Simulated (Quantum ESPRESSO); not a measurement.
## LiBr (Fm-3m): a worked LO-TO splitting

Wanted: the LO mode of LiBr (Fm-3m) from the TO mode and the field response.

Main program and level: Quantum ESPRESSO 7.5; DFT LDA, scalar-relativistic, plane waves, PseudoDojo norm-conserving pseudopotentials.

## Step 1: Set-up

It takes space group Fm-3m (No. 225, cubic). Conventional cell: a = 5.310 Å, b = 5.310 Å, c = 5.310 Å, α = 90.00°, β = 90.00°, γ = 90.00°. Li has 6 Br at 2.66 Å nearest. Nearest to Br lie 6 Li at 2.66 Å. Farther neighbours and most contacts between anions are not listed.

Structure file:

```cif
data_structure
_symmetry_space_group_name_H-M 'P 1'
_symmetry_Int_Tables_number 1
_cell_length_a 3.7548
_cell_length_b 3.7548
_cell_length_c 3.7548
_cell_angle_alpha 60.000
_cell_angle_beta 60.000
_cell_angle_gamma 60.000
_cell_volume 37.43
loop_
_atom_site_label
_atom_site_type_symbol
_atom_site_fract_x
_atom_site_fract_y
_atom_site_fract_z
_atom_site_occupancy
Li1 Li 0.00000 0.00000 0.00000 1
Br2 Br 0.50000 0.50000 0.50000 1
```

This is the cell after its relaxation at this level of theory, not the database cell from which that began.

## Step 2: What the response run gave

A linear-response run on the relaxed cell, with the response to an electric field; only its zone-centre results are used. Cutoff 74 Ry, k mesh 6×6×6.

The log of the run:

```text
[banners, grids, parts of the stress and lines that vanish by symmetry left out]
Program PHONON v.7.5
     Reading xml data from directory:

[...]
Exchange-correlation= PW
                           (   1   4   0   0   0   0   0)
[...]
kinetic-energy cut-off    =      74.0000  Ry
     charge density cut-off    =     296.0000  Ry
     convergence threshold     =      1.0E-18
[...]
Exchange-correlation= PW
                           (   1   4   0   0   0   0   0)
[...]
q = (   0.0000000   0.0000000   0.0000000 )
     49 Sym.Ops. (with q -> -q+G )
     G cutoff =  377.4883  (  21595 G-vectors)     FFT grid: ( 40, 40, 40)
     number of k points=    16
[...]
Mode symmetry, O_h (m-3m)  point group:
[...]
Dielectric constant
[...]
End of electric fields calculation
          Dielectric constant in cartesian axis
          (       3.731972232       0.000000000      -0.000000000 )
          (      -0.000000000       3.731972232      -0.000000000 )
          (      -0.000000000      -0.000000000       3.731972232 )
          Effective charges (d Force / dE) in cartesian axis without acoustic sum rule applied (asr)
           atom    1  Li    Mean Z*:        1.21438
      Ex  (        1.21438       -0.00000        0.00000 )
      Ey  (       -0.00000        1.21438       -0.00000 )
      Ez  (        0.00000       -0.00000        1.21438 )
           atom    2  Br    Mean Z*:       -1.23061
      Ex  (       -1.23061       -0.00000       -0.00000 )
      Ey  (       -0.00000       -1.23061       -0.00000 )
      Ez  (       -0.00000       -0.00000       -1.23061 )
          Effective charges Sum: Mean:       -0.01623
[...]
Effective charges (d Force / dE) in cartesian axis with asr applied:
           atom    1  Li    Mean Z*:        1.22249
[...]
atom    2  Br    Mean Z*:       -1.22249
[...]
Representation #   1 modes #   1   2   3
[...]
End of self-consistent calculation
     Convergence has been achieved
     Representation #   2 modes #   4   5   6
[...]
End of self-consistent calculation
     Convergence has been achieved
[...]
Dielectric constant in cartesian axis
          (       3.731972232       0.000000000      -0.000000000 )
          (      -0.000000000       3.731972232      -0.000000000 )
          (      -0.000000000      -0.000000000       3.731972232 )
          Effective charges (d Force / dE) in cartesian axis without acoustic sum rule applied (asr)
           atom    1  Li    Mean Z*:        1.21438
      Ex  (        1.21438       -0.00000        0.00000 )
      Ey  (       -0.00000        1.21438       -0.00000 )
      Ez  (        0.00000       -0.00000        1.21438 )
           atom    2  Br    Mean Z*:       -1.23061
      Ex  (       -1.23061       -0.00000       -0.00000 )
      Ey  (       -0.00000       -1.23061       -0.00000 )
      Ez  (       -0.00000       -0.00000       -1.23061 )
          Effective charges Sum: Mean:       -0.01623
[...]
Effective charges (d Force / dE) in cartesian axis with asr applied:
           atom    1  Li    Mean Z*:        1.22249
[...]
atom    2  Br    Mean Z*:       -1.22249
[...]
q = (    0.000000000   0.000000000   0.000000000 )
[...]
freq (    1) =       0.016747 [THz] =       0.558618 [cm-1]
     freq (    2) =       0.016747 [THz] =       0.558618 [cm-1]
     freq (    3) =       0.016747 [THz] =       0.558618 [cm-1]
     freq (    4) =       5.874455 [THz] =     195.950738 [cm-1]
     freq (    5) =       5.874455 [THz] =     195.950738 [cm-1]
     freq (    6) =       5.874455 [THz] =     195.950738 [cm-1]
[...]
Mode symmetry, O_h (m-3m)  point group:
     freq (   1-   3) =          0.6  [cm-1]   --> T_1u G_15  G_4- I
     freq (   4-   6) =        196.0  [cm-1]   --> T_1u G_15  G_4- I

   JOB DONE.
```

```csv
quantity,value
cell volume Ω (Å³),37.432
mass of Li (u),6.940
mass of Br (u),79.904
"Born charge of Li, raw (e)",1.214
"Born charge of Br, raw (e)",-1.231
ε∞,3.732
ω(TO) after the sum rule (cm⁻¹),195.9
```

## Step 3: The calculation

The charges must sum to zero over the cell; taking off their mean, -0.008 e, leaves Z* = 1.222 e on Li. In the polar mode Li moves against Br, so the reduced mass is μ = 6.94 × 79.90 / 86.84 = 6.385 u.

A longitudinal wave builds up a field that adds to the restoring force: ω(LO)² = ω(TO)² + 4π Z*² / (μ Ω ε∞), in Hartree atomic units. With μ = 11640 electron masses and Ω = 252.61 bohr³ the second term is 1.7115e-06 Ha², or 82441 cm⁻² (1 Ha = 219474.6 cm⁻¹).

So ω(LO) = √(38392 + 82441) = 347.6 cm⁻¹, and by the Lyddane-Sachs-Teller relation ε₀ = ε∞ (ω(LO)/ω(TO))² = 11.75.

## Step 4: Check against the program

The analysis program adds the same non-analytic term to the full matrix, here for q along (1 0 0).

The log of the run:

```text
[banner, memory and clock lines left out]
Program DYNMAT v.7.5

     Reading Dynamical Matrix from file g.dyn
     ...Force constants read
     ...epsilon and Z* read

     Polarizability (A^3 units)
     multiply by 0.523380 for Clausius-Mossotti correction
         8.137897   -0.000000   -0.000000
         0.000000    8.137897   -0.000000
        -0.000000   -0.000000    8.137897

     IR activities are in (D/A)^2/amu units

# mode   [cm-1]    [THz]      IR
    1     -0.00   -0.0000    0.0000
    2      0.00    0.0000    0.0000
    3      0.00    0.0000    0.0000
    4    195.94    5.8741    5.3997
    5    195.94    5.8741    5.3997
    6    347.61   10.4211    5.3997
```

ε₀ comes from the program's run without a direction of q.

```csv
quantity,by hand,program
ω(LO) (cm⁻¹),347.6,347.6
ε₀,11.75,11.75
```

## Step 5: Outcome

```json
{
  "TO mode": "195.9 cm⁻¹",
  "LO mode": "347.6 cm⁻¹",
  "static dielectric constant": "11.75"
}
```

What this shows: The LO mode of LiBr (Fm-3m) lies at 348 cm⁻¹, 152 cm⁻¹ above the TO mode; the formula meets the program within 0.1 cm⁻¹, as it must for a cubic crystal with one polar mode. ω(LO)² − ω(TO)² goes with Z*²/ε∞: an error of 5 % in ε∞ would move the LO mode by 5.7 cm⁻¹, and semilocal functionals tend to overestimate ε∞. The raw charges miss their sum by 0.016 e, a sign that the k mesh is short for the field response, so ε∞ may be some per cent too high. These are harmonic values at zero temperature, at the volume of this functional, for the structure held cubic; stability elsewhere in the zone is no part of this calculation.

[Host names and launcher messages were left out of these logs when they were recorded.]

[Logs are printed without paths, hosts, clocks, repeated set-up lines and the standing remarks that a program may print on its own settings, such as how far it seeks lower states.]

[Hosts, paths, dates, database ids (printed as entryN), source tags and the programs' standing remarks are cut or masked in the printed files.]
